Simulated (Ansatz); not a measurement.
BAs under changes of volume

One of the cells (12.633 Å³/atom); the others are scaled copies at fixed shape and fractional positions:

```
B As
1.0
     2.93437    0.00000    0.00000
     0.00000    2.93437    0.00000
     0.00000    0.00000    2.93437
B As
1 1
Direct
  0.50000 0.50000 0.50000
  0.00000 0.00000 0.00000
```

The cell was built by a generator and needn't be a form met in nature.

| Property | Result |
| --- | --- |
| Program | Ansatz 0.2.0 |
| Functional | PBE |
| Potentials or basis | Ansatz PAW |
| Cutoff | 420 eV (not typed: the program's choice for these potentials) |
| k mesh | 9 × 9 × 9 |
| Occupations | fermi-dirac, width 0.05 eV |
| Spin | no spin polarisation |

| volume (Å³/atom) | energy over the lowest point (meV/atom) | pressure (GPa) |
| --- | --- | --- |
| 11.875 | 17.47 | 7.6 |
| 12.128 | 7.67 | 4.9 |
| 12.381 | 2.07 | 2.4 |
| 12.633 | 0.00 | 0.3 |
| 12.886 | ? | ? |
| 13.139 | 4.98 | -3.3 |
| 13.391 | 11.45 | -4.9 |

Q: What does the run at 12.886 Å³/atom give?

A: Energy over the lowest point 1.07 meV/atom; pressure -1.6 GPa.

Worked out: A Birch-Murnaghan fit of order 3 (a polynomial in V^(-2/3)) to the other rows has its minimum at 12.67 Å³/atom with B0 = V·E''(V) = 99 GPa and B' = 5.0. It gives 1.08 meV/atom at 12.886 Å³/atom, against the run's 1.07, and -dE/dV = -1.6 GPa, against -1.6.

Energies are extrapolated to zero smearing.
